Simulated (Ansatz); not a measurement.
**AlN at 1 GPa: from Born charge to LO–TO splitting and polaron coupling**

Method: DFT PBEsol, scalar-relativistic, plane waves, PAW (Ansatz). Cutoff 420 eV, 10×10×10 k-points (Γ-centred), fixed occupations. No spin polarisation. Phonons by linear response, acoustic sum rule imposed.

The cell, relaxed at 1 GPa:
Space group F-43m (No. 216). a = 4.370 Å, b = 4.370 Å, c = 4.370 Å, α = 90.00°, β = 90.00°, γ = 90.00°
```json
{"atom": "Al", "site": "4a", "symmetry": "-43m", "x": "0.0000", "y": "0.0000", "z": "0.0000"}
{"atom": "N", "site": "4c", "symmetry": "-43m", "x": "0.2500", "y": "0.2500", "z": "0.2500"}
```

Linear response gives ν_TO = 653.1 cm⁻¹, Born charges ±2.547 e (positive on Al) and ε∞ = 4.636. The primitive cell holds 20.870 Å³, and the masses are 26.982 and 14.007 amu.

Task: Find ν_LO and the static dielectric constant.

Result: The long-wave field adds a restoring force: ω_LO² − ω_TO² = Z*²e²/(ε_vac ε∞ μV). In these units ν_LO² − ν_TO² = 4.92064×10⁷ Z*²/(μ V ε∞) cm⁻², with μ = m₁m₂/(m₁ + m₂) = 9.220 amu: 357832 cm⁻². So ν_LO = √(653.1² + 357832) = 885.6 cm⁻¹, and the run gives 885.6. Lyddane–Sachs–Teller then gives ε0 = ε∞ (ν_LO/ν_TO)² = 8.53, against 8.53 in the run (it forms both from the same three quantities, so the match checks the arithmetic only). Between ν_TO and ν_LO the dielectric function is negative and an undamped crystal reflects fully: a reststrahlen band from 11.3 to 15.3 μm.

Task: What do the Clausius–Mossotti polarisability and the Szigeti charge come to?

Result: With the Lorentz local field, α = (3V/4π)(ε∞ − 1)/(ε∞ + 2) = 2.73 Å³ for the pair, and e_S = 3Z*/(ε∞ + 2) = 1.15 e. The Born charge includes the electrons' response to the dipole's own local field, and e_S takes that enhancement out. The Lorentz field assumes point-like polarisable ions, a poor picture once ε∞ is this large, since the electron clouds then overlap or are shared, so both numbers are formal here.

Task: How strongly does a slow electron couple to the LO mode?

Result: For one isotropic parabolic band, Fröhlich's constant is α_F = (1/ε∞ − 1/ε0) √(m* Ry/ħω_LO), with Ry = 13.606 eV, ħω_LO = 109.8 meV and m* in free-electron masses: α_F = 0.0984 × 11.13 × √m* = 1.10 √m*. The band mass isn't part of this run; for m* = 0.1, 0.3 and 1 it gives 0.35, 0.60, 1.10. In weak coupling the polaron lies α_F ħω_LO below the band edge (66 meV at m* = 0.3) with a mass m*(1 + α_F/6); past α_F of about 5 or 6 that expansion fails. A semilocal functional's ε∞ tends to be too large, which taken alone lowers α_F.

This zinc-blende form isn't the usual stable structure of the compound.

Cost: 1 run of about 0.21 core-minutes, on Intel Xeon 6975P-C (Granite Rapids) (shared hosts).